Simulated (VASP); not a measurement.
# Cs (I4/mmm) in VASP: settings compared

One crystal, Cs, is run at these levels: r2SCAN+D3(BJ), PBE+D3(BJ), TB-mBJ; tasks: density of states, equation of state, optical spectrum.

All numbers are computed with VASP 6.6.1; they aren't measurements. Logs are shortened: lines on timing, memory, paths and dates and some standing lists are left out, and cuts for length are marked.

**1. Starting point**

Symmetry: I4/mmm, No. 139, tetragonal system. The conventional cell has a = 5.500 Å, b = 5.500 Å, c = 8.194 Å, α = 90.00°, β = 90.00°, γ = 90.00°.

This isn't the form of Cs at room conditions, which is bcc.

**2. Density of states, r2SCAN+D3(BJ)**

Input file run.py:

```python
from ase.calculators.vasp import Vasp
from ase.dft.dos import DOS
from ase.spacegroup import crystal

atoms = crystal(
    ['Cs'],
    basis=[[0.0, 0.0, 0.0]],
    spacegroup=139,
    setting=1,
    cellpar=[5.50015092, 5.50015092, 8.19447796, 90.0, 90.0, 90.0],
    primitive_cell=True,
)
calc = Vasp(
    directory='calc',
    xc='r2scan',
    pp='PBE',
    setups='recommended',
    prec='Accurate',
    encut=520,
    ediff=1e-06,
    ismear=-1,
    sigma=0.05,
    lreal=False,
    lasph=True,
    nelm=100,
    algo='Normal',
    isif=2,
    lwave=False,
    lcharg=False,
    lmixtau=True,
    ivdw=12,
    vdw_s6=1.0,
    vdw_s8=0.78981345,
    vdw_a1=0.49484001,
    vdw_a2=5.73083694,
    lorbit=11,
    kpts=[7, 7, 7],
    gamma=True,
    nbands=8,
    nelect=9.1,
)
atoms.calc = calc

print('energy (eV):', atoms.get_potential_energy())
print('free energy (eV):', atoms.get_potential_energy(force_consistent=True))
print('forces (eV/A):')
print(atoms.get_forces())
print('stress (eV/A^3, Voigt):', atoms.get_stress())
print('Fermi level (eV):', calc.get_fermi_level())
dos = DOS(calc, width=0.2, window=(-10, 10), npts=201)
print('E - E_F (eV), DOS (1/eV)')
for e, g in zip(dos.get_energies(), dos.get_dos()):
    print(f'{e:8.3f} {g:10.4f}')
```

Potentials or basis: VASP PAW PBE potentials, release 64 (Cs_sv).

Started as:

```
$ python run.py
```

What it wrote:

```text
energy (eV): -25.01768217
free energy (eV): -25.02368403
forces (eV/A):
[[ 0.  0. -0.]]
stress (eV/A^3, Voigt): [-0.00162962 -0.00162962 -0.00163348  0.         -0.         -0.        ]
Fermi level (eV): 0.41581023
E - E_F (eV), DOS (1/eV)
 -10.000     0.0000
  -9.900     0.0000
  -9.800     0.0000
  -9.700     0.0000
  -9.600     0.0000
  -9.500     0.0000
  -9.400     0.0000
  -9.300     0.0000
  -9.200     0.0000
  -9.100     0.0000
  -9.000     0.0000
  -8.900     0.0000
  -8.800     0.0000
  -8.700     0.0000
  -8.600     0.0000
  -8.500     0.0000
  -8.400     0.0000
  -8.300     0.0000
  -8.200     0.0000
  -8.100     0.0000
  -8.000     0.0000
  -7.900     0.0000
  -7.800     0.0000
  -7.700     0.0000
  -7.600     0.0000
  -7.500     0.0000
  -7.400     0.0000
  -7.300     0.0000
  -7.200     0.0000
  -7.100     0.0000
  -7.000     0.0000
  -6.900     0.0000
  -6.800     0.0000
  -6.700     0.0000
  -6.600     0.0000
  -6.500     0.0000
  -6.400     0.0000
  -6.300     0.0000
  -6.200     0.0000
  -6.100     0.0000
  -6.000     0.0000
  -5.900     0.0000
  -5.800     0.0000
  -5.700     0.0000
  -5.600     0.0000
  -5.500     0.0000
  -5.400     0.0000
  -5.300     0.0000
  -5.200     0.0000
  -5.100     0.0000
  -5.000     0.0000
  -4.900     0.0000
  -4.800     0.0000
  -4.700     0.0000
  -4.600     0.0000
  -4.500     0.0000
  -4.400     0.0000
  -4.300     0.0000
  -4.200     0.0000
  -4.100     0.0000
  -4.000     0.0000
  -3.900     0.0000
  -3.800     0.0000
  -3.700     0.0000
  -3.600     0.0000
  -3.500     0.0000
  -3.400     0.0000
  -3.300     0.0000
  -3.200     0.0000
  -3.100     0.0000
  -3.000     0.0000
  -2.900     0.0000
  -2.800     0.0000
  -2.700     0.0000
  -2.600     0.0000
  -2.500     0.0000
  -2.400     0.0000
  -2.300     0.0002
  -2.200     0.0012
  -2.100     0.0056
  -2.000     0.0198
  -1.900     0.0572
  -1.800     0.1306
  -1.700     0.2154
  -1.600     0.2555
  -1.500     0.2639
  -1.400     0.3261
  -1.300     0.4647
  -1.200     0.5928
  -1.100     0.5864
  -1.000     0.4595
  -0.900     0.4152
  -0.800     0.5864
  -0.700     0.8435
  -0.600     0.9758
  -0.500     0.9831
  -0.400     0.9607
  -0.300     0.8839
  -0.200     0.8086
  -0.100     0.9708
   0.000     1.4018
   0.100     1.7294
   0.200     1.6786
   0.300     1.4629
   0.400     1.4115
   0.500     1.5326
   0.600     1.6377
   0.700     1.7326
   0.800     2.0025
   0.900     2.4276
   1.000     2.7932
   1.100     3.0311
   1.200     3.1290
   1.300     3.0161
   1.400     2.7937
   1.500     2.5556
   1.600     2.1947
   1.700     1.7379
   1.800     1.4345
   1.900     1.4223
   2.000     1.5432
   2.100     1.5123
   2.200     1.3539
   2.300     1.4259
   2.400     1.8886
   2.500     2.5738
   2.600     3.2524
   2.700     3.6150
   2.800     3.3774
   2.900     2.6478
   3.000     1.7989
   3.100     1.1059
   3.200     0.6668
   3.300     0.4327
   3.400     0.2998
   3.500     0.2124
   3.600     0.1456
   3.700     0.0906
   3.800     0.0567
   3.900     0.0377
   4.000     0.0209
   4.100     0.0078
   4.200     0.0018
   4.300     0.0003
   4.400     0.0000
   4.500     0.0000
   4.600     0.0000
   4.700     0.0000
   4.800     0.0000
   4.900     0.0000
   5.000     0.0000
   5.100     0.0000
   5.200     0.0000
   5.300     0.0000
   5.400     0.0000
   5.500     0.0000
   5.600     0.0000
   5.700     0.0000
   5.800     0.0000
   5.900     0.0000
   6.000     0.0000
   6.100     0.0000
   6.200     0.0000
   6.300     0.0000
   6.400     0.0000
   6.500     0.0000
   6.600     0.0000
   6.700     0.0000
   6.800     0.0000
   6.900     0.0000
   7.000     0.0000
   7.100     0.0000
   7.200     0.0000
   7.300     0.0000
   7.400     0.0000
   7.500     0.0000
   7.600     0.0000
   7.700     0.0000
   7.800     0.0000
   7.900     0.0000
   8.000     0.0000
   8.100     0.0000
   8.200     0.0000
   8.300     0.0000
   8.400     0.0000
   8.500     0.0000
   8.600     0.0000
   8.700     0.0000
   8.800     0.0000
   8.900     0.0000
   9.000     0.0000
   9.100     0.0000
   9.200     0.0000
   9.300     0.0000
   9.400     0.0000
   9.500     0.0000
   9.600     0.0000
   9.700     0.0000
   9.800     0.0000
   9.900     0.0000
  10.000     0.0000
```

It took 4.7 min on 1 thread of Intel Xeon Platinum 8488C (Sapphire Rapids), shared host; peak memory 0.3 GiB.

These settings aren't checked as converged (typed here: NELECT = 9.100000; NBANDS = 8): the numbers below hold their error.

What came out:

```
Free energy                                           : -25.0237 eV
Band gap on the k mesh                                : none (metal or under the smearing width)
Valence electrons inside the program's atomic spheres : Cs 6.58
Dispersion energy per atom                            : -0.038 eV
```

Caveat: the cell is charged against a uniform background, so pressure and absolute levels hang on convention; the PAW data sets were made with another functional, which shifts forces and pressure a little; pairwise dispersion overbinds metals, which lowers pressure and volume.

**3. Equation of state, PBE+D3(BJ)**

Input file run.py:

```python
from ase import Atoms
from ase.calculators.vasp import Vasp
from ase.eos import EquationOfState
from ase.io import Trajectory
from ase.units import GPa

atoms = Atoms(
    ['Cs'],
    cell=[[-2.75007546, 2.75007546, 4.09723898], [2.75007546, -2.75007546, 4.09723898], [2.75007546, 2.75007546, -4.09723898]],
    scaled_positions=[[0.0, 0.0, 0.0]],
    pbc=True,
)
calc = Vasp(
    directory='calc',
    xc='pbe',
    pp='PBE',
    setups='gw',
    prec='Accurate',
    encut=550,
    ediff=1e-06,
    ismear=0,
    sigma=0.1,
    lreal=False,
    lasph=True,
    nelm=60,
    algo='Fast',
    isif=2,
    lwave=False,
    lcharg=False,
    ivdw=12,
    isym=1,
    kpts=[7, 7, 7],
    gamma=False,
)
atoms.calc = calc
cell = atoms.cell.copy()
volumes, energies = [], []
traj = Trajectory('eos.traj', 'w')
for x in [0.94, 0.96, 0.98, 1.0, 1.02, 1.04, 1.06]:
    atoms.set_cell(cell * x ** (1 / 3), scale_atoms=True)
    volumes.append(atoms.get_volume())
    energies.append(atoms.get_potential_energy())
    traj.write(atoms)
    print(f'{x:5.2f} {volumes[-1]:12.5f} {energies[-1]:14.6f}')

v0, e0, B = EquationOfState(volumes, energies, eos='birchmurnaghan').fit()
print(f'V0 = {v0:.4f} A^3, E0 = {e0:.6f} eV, B = {B / GPa:.2f} GPa')
```

Potentials or basis: VASP PAW PBE potentials, release 64 (Cs_sv_GW).

Started as:

```
$ python run.py
```

Run time: 5 min. Hardware: 1 thread of Intel Xeon Platinum 8488C (Sapphire Rapids), shared host; peak memory 0.36 GiB.

Results (log left out):

| Property | Result |
| --- | --- |
| Equilibrium volume | 109.77 Å³/atom (rough: see the caveat) |
| Bulk modulus at fixed shape and positions | 2.2 GPa (rough) |

Energy against volume, from the lowest point:
| volume (Å³/atom) | energy (meV/atom) |
| --- | --- |
| 116.511 | 0.00 |
| 118.990 | 2.11 |
| 121.469 | 4.74 |
| 123.948 | 7.86 |
| 126.427 | 11.40 |
| 128.906 | 15.34 |
| 131.385 | 19.63 |

Caveat: the minimum lies outside the volumes run; the cell was scaled at fixed shape and fractional positions, which overstates the stiffness of a crystal with free parameters, most of all of layers and chains. The run has no spin-orbit coupling, so splittings on Cs are missing.

(Part 1 of 2 ends here.)
